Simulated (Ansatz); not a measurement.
The system is KZnF3.

```
Zn K F
1.0
     4.05000    0.00000    0.00000
     0.00000    4.05000    0.00000
     0.00000    0.00000    4.05000
Zn K F
1 1 3
Direct
  0.50000 0.50000 0.50000
  0.00000 0.00000 0.00000
  0.50000 0.00000 0.50000
  0.00000 0.50000 0.50000
  0.50000 0.50000 0.00000
```

Program: Ansatz 0.2.0. Alike in all runs: task band structure; potentials or basis Ansatz PAW; no spin polarisation; cell as given; k mesh 7 × 7 × 7; smearing fermi-dirac 0.05 eV.

Question: Order these runs on this cell by their band gap on the k mesh, lowest first.
A. level LDA; cutoff (eV) 420
B. level r2SCAN; cutoff (eV) 500
C. level PBE; cutoff (eV) 420

Answer: A (3.75 eV), C (3.97 eV), B (4.74 eV).

Caveats: the k mesh misses the band edges, so the gap on the mesh is wider than the one along the path.
